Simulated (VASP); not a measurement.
The system is GaSe.

```
Ga Se
1.0
     3.77097    0.00000    0.00000
    -1.88549    3.26576    0.00000
     0.00000    0.00000   15.96669
Ga Se
4 4
Direct
  0.33333 0.66667 0.17346
  0.66667 0.33333 0.67346
  0.33333 0.66667 0.32654
  0.66667 0.33333 0.82654
  0.33333 0.66667 0.59951
  0.66667 0.33333 0.09951
  0.33333 0.66667 0.90049
  0.66667 0.33333 0.40049
```

Program: VASP 6.6.1. Alike in all runs: no spin polarisation; cell as given; cutoff (eV) 520; smearing gaussian 0.03 eV.

Problem. Order these runs on this cell by their band gap on the k mesh, lowest first.
A. level LDA; potentials or basis VASP PAW LDA potentials, release 64 (Ga_d, Se); k mesh 12 × 12 × 2; further INCAR settings ALGO = Fast; EDIFF = 1e-07
B. level PBE; potentials or basis VASP PAW PBE potentials, release 64 (Ga_d, Se); k mesh 12 × 12 × 3; monkhorst-Pack mesh no; further INCAR settings ALGO = Fast; EDIFF = 1e-08
C. level TB-mBJ; potentials or basis VASP PAW PBE potentials, release 64 (Ga_d, Se); k mesh 12 × 12 × 2; further INCAR settings ALGO = Normal; EDIFF = 1e-07

Solution. A (0.64 eV), B (0.85 eV), C (1.86 eV).

Caveats: an odd mesh through Γ misses points on the zone boundary, where band edges often lie (some runs).
